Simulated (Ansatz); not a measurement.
# SnO2: the cost of one run

Program: Ansatz 0.2.0. Level of theory: DFT LDA, scalar-relativistic, plane waves, PAW. These are calculated values, not measurements.

4 further runs of the same task are left out: 4 set aside as unsound or not needed.

**1. Starting point**

It takes space group P4_2/mnm (No. 136, tetragonal). The conventional cell has a = 4.723 Å, b = 4.723 Å, c = 3.190 Å, α = 90.00°, β = 90.00°, γ = 90.00°. Sn (site symmetry mmm) has 6 O at 2.04 to 2.05 Å as nearest neighbours. O (site symmetry m2m) is surrounded by 3 Sn at 2.04 to 2.05 Å.

As a file:

```
Sn O
1.0
     4.72127    0.00000    0.00000
     0.00000    4.72425    0.00000
     0.00000    0.00000    3.19002
Sn O
2 4
Cartesian
  2.3606 2.3621 1.5950
  0.0000 0.0000 0.0000
  1.4427 1.4483 0.0000
  3.8033 0.9138 1.5950
  0.9180 3.8104 1.5950
  3.2786 3.2759 0.0000
```

It goes back to an entry of the Materials Project, which need not be the stable form.

This cell was relaxed beforehand with the same method: volume 11.86 Å³/atom, gap on the mesh 1.16 eV.

**2. Zero of energy**

Reference values: F = -13980.3628 eV; pressure -0.01 GPa; largest force 0.002 eV/Å; gap on the mesh 1.16 eV. It was computed beforehand with the settings of the runs below.

**3. Breaking the symmetry**

All atoms moved at random, sigma 0.25 Å a component, cell strained at random, sigma 0.01. Displacements in the unstrained cell, with the mean shift removed:

| atom | ux (Å) | uy (Å) | uz (Å) |
| --- | --- | --- | --- |
| Sn1 | 0.370 | 0.309 | -0.071 |
| Sn2 | 0.088 | 0.008 | 0.271 |
| O3 | -0.262 | 0.426 | -0.009 |
| O4 | -0.245 | -0.661 | -0.158 |
| O5 | 0.079 | -0.152 | 0.257 |
| O6 | -0.030 | 0.070 | -0.291 |

Strain (xx, yy, zz, yz, xz, xy; engineering shear): (-0.0021, -0.0044, 0.0224, 0.0078, 0.0116, -0.0084).

**4. The disturbed cell, one point**

File input.yaml:

```yaml
crystal:
  lattice:
    - [4.7112489678, -0.0198230759, 0.027395984]
    - [-0.0198355672, 4.7034070191, 0.0184808709]
    - [0.0185106324, 0.0124790983, 3.2615390834]
  atoms:
    - { symbol: Sn, position: [0.5783789727, 0.565503011, 0.4778488406] }
    - { symbol: Sn, position: [0.0186650335, 0.0016623519, 0.0848996684] }
    - { symbol: O, position: [0.2499952339, 0.3966533735, -0.0027646154] }
    - { symbol: O, position: [0.753723678, 0.0534737824, 0.4505865238] }
    - { symbol: O, position: [0.2112611291, 0.7744880174, 0.5806013935] }
    - { symbol: O, position: [0.6879759527, 0.7082194637, -0.0911718109] }
basis:
  ecutwfc: 420
kpoints:
  mp_grid: { grid: [6, 6, 8] }
hamiltonian:
  xc: lda
scf:
  occupations: { method: gaussian, width: 0.05 }
output:
  forces: true
  stress: true
  eigenvalues: true
```

Run with:

```sh
> ansatz run input.yaml --threads 2 --pin off --max-ram 5120MiB --backend cpu --events-out ev --progress --plain --runs-dir out
```

**Question.** How long does this run take on 2 threads of Arm Neoverse V2, shared host, and how much memory does it need?

About 15 s, with a peak of 0.48 GiB.
